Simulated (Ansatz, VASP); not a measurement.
**Two plane-wave programs on Li2H**

```
Li H
1.0
     3.42732    0.00000    0.00000
    -1.71366    2.96815    0.00000
     0.00000    0.00000    2.92947
Li H
2 1
Direct
  0.33333 0.66667 0.26899
  0.66667 0.33333 0.73101
  0.00000 0.00000 0.50000
```

Alike in both runs: task relaxation of cell and atoms; functional PBE; k mesh 6 × 6 × 6; occupations gaussian, width 0.1 eV; no spin polarisation.

|  | VASP | Ansatz |
| --- | --- | --- |
| version | VASP 6.6.1 | Ansatz 0.2.0 |
| potentials or method | VASP PAW PBE potentials, release 64 (Li_sv, H) | scalar-relativistic, plane waves, PAW |
| plane-wave cutoff (eV) | 600 | 420 |
| valence electrons in the cell | 7 | 7 |

```csv
,VASP,Ansatz,Ansatz less VASP
"gap on the k mesh at the Fermi level, each at its own relaxed structure (eV)",none,none,-
relaxed volume (Å³/atom),10.07,11.60,+1.531
relaxed cell length with the largest relative difference (Å),4.271,5.031,+0.7604
energy change over the relaxation (meV/atom),-317,-457,-140.7
```

A gap of «none» marks a metal or a gap that the smearing closes. One of these differences is far larger than is usual between the two programs; its cause wasn't traced.

Caveats: the cutoff is under 1.25 times the usual one of these potentials, so pressure, stress and relaxed cells hold a basis-set (Pulay) error (VASP).
